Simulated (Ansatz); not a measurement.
# Squeezing Zn (omega type)

```
Zn
1.0
     4.40151    0.00000    0.00000
    -2.20075    3.81182    0.00000
     0.00000    0.00000    2.79407
Zn
3
Direct
  0.00000 0.00000 0.00000
  0.33333 0.66667 0.50000
  0.66667 0.33333 0.50000
```

The cell comes from a relaxation on PAW files under the same functional, begun from a prototype that needn't be the stable phase.

Its volume is scaled, and at each volume shape and atoms are relaxed on PAW files; all methods then take that cell.

Computed with Ansatz 0.2.0; functional PBE, scalar-relativistic. Settings: a Γ-centred 9×9×12 k mesh, Fermi–Dirac smearing of 0.1 eV, no spin polarisation. Methods: LAPW: all electrons, basis error target 1 meV/atom; PAW: frozen-core files, cutoff 420 eV; crystal datasets: all electrons, by PAW datasets that the program makes for each cell; norm-conserving: pseudopotentials, cutoff 1143 eV; PAW (cutoff 250 eV): frozen-core files, cutoff 250 eV.

Energies are extrapolated to zero smearing and count from the unscaled cell; pressure is positive in compression; gaps take the mesh and a band path. No temperature or zero-point motion is included.

```json
{"V/V0": "1.00", "V (Å³/atom)": "15.63", "P LAPW (GPa)": "-0.01", "ΔE LAPW (eV/atom)": "0.000", "P PAW − LAPW (GPa)": "0.00", "ΔE PAW − LAPW (meV/atom)": "0.0", "space group": "P6/mmm", "shortest distance (Å)": "2.541"}
{"V/V0": "0.92", "V (Å³/atom)": "14.38", "P LAPW (GPa)": "6.28", "ΔE LAPW (eV/atom)": "0.022", "P PAW − LAPW (GPa)": "0.01", "ΔE PAW − LAPW (meV/atom)": "0.0", "space group": "P6/mmm", "shortest distance (Å)": "2.505"}
{"V/V0": "0.76", "V (Å³/atom)": "11.88", "P LAPW (GPa)": "35.3", "ΔE LAPW (eV/atom)": "0.306", "P PAW − LAPW (GPa)": "0.00", "ΔE PAW − LAPW (meV/atom)": "0.2", "space group": "P6/mmm", "shortest distance (Å)": "2.355"}
{"V/V0": "0.68", "V (Å³/atom)": "10.63", "P LAPW (GPa)": "66.3", "ΔE LAPW (eV/atom)": "0.691", "P PAW − LAPW (GPa)": "-0.02", "ΔE PAW − LAPW (meV/atom)": "0.1", "space group": "P6/mmm", "shortest distance (Å)": "?"}
{"V/V0": "0.45", "V (Å³/atom)": "7.03", "P LAPW (GPa)": "387.5", "ΔE LAPW (eV/atom)": "4.714", "P PAW − LAPW (GPa)": "-0.02", "ΔE PAW − LAPW (meV/atom)": "2.5", "space group": "P6/mmm", "shortest distance (Å)": "?"}
```

Question: Fill in "shortest distance (Å)" for the row "0.68".

Answer: 2.271.

Question: What belongs in the row "0.45", column "shortest distance (Å)"?

Answer: 1.981.

Question: Fit the Vinet equation to the LAPW pressures over the whole range, with residuals weighted by 1/(|P| + 0.03·Pmax).

Answer: V0 = 15.63 Å³/atom, B0 = 59 GPa and B0′ = 5.86, and the fit misses no point by more than 0.34 GPa. A fit over so wide a range pins B0 less well than one near rest.

Question: At the smallest volume, how far do crystal datasets and norm-conserving and PAW (cutoff 250 eV) lie from LAPW in pressure?

Answer: crystal datasets: 0.00 GPa; norm-conserving: +4.25 GPa; PAW (cutoff 250 eV): +26.92 GPa, on a LAPW pressure of 387.5 GPa.
